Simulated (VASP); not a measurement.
MoSe2:

```
CELL_PARAMETERS angstrom
3.27162 0.00000 0.00000
-1.63581 2.83331 0.00000
0.00000 0.00000 14.51540
ATOMIC_POSITIONS crystal
Mo 0.33333 0.66667 0.25000
Mo 0.66667 0.33333 0.75000
Se 0.33333 0.66667 0.63658
Se 0.66667 0.33333 0.13658
Se 0.33333 0.66667 0.86342
Se 0.66667 0.33333 0.36342
```

The cell isn't the ideal one: a relaxed cell with its volume scaled by 0.96.

- Program: VASP 6.6.1
- Task: relaxation of shape and atoms at fixed volume
- Functional: PBE
- Potentials or basis: VASP PAW PBE potentials, release 64 (Mo, Se)
- Cutoff: 300 eV
- k mesh: 5 × 5 × 1
- Occupations: gaussian, width 0.03 eV
- Spin: no spin polarisation

At the start: pressure 4.9 GPa; volume 22.43 Å³/atom.

**Question.** Where does the relaxation end?

**Answer.** Over 8 steps the energy falls by 13.0 meV/atom; space group P6_3/mmc (No. 194, to 0.05 Å).

The path:
```
step  energy change (eV)  largest force (eV/Å)  pressure (GPa)
   1              0.0000                0.6754            4.91
   2             -0.0437                0.0472            2.27
   3             -0.0437                0.0534            2.30
   4             -0.0654                0.0431            1.54
   5             -0.0782                0.0296            0.42
   6             -0.0782                0.0291            0.38
   7             -0.0782                0.0231            0.16
   8             -0.0783                0.0017            0.26
```

Final structure:
```
Mo Se
1.0
     3.31373    0.00000    0.00000
    -1.65687    2.86978    0.00000
     0.00000    0.00000   14.14881
Mo Se
2 4
Direct
  0.33333 0.66667 0.25000
  0.66667 0.33333 0.75000
  0.33333 0.66667 0.63202
  0.66667 0.33333 0.13202
  0.33333 0.66667 0.86798
  0.66667 0.33333 0.36798
```

Caveat: the k mesh is coarse (spacing up to 0.44 Å⁻¹), so the values aren't converged; this functional lacks dispersion, which binds the layers, so the pressure and a relaxed spacing across them are unreliable.
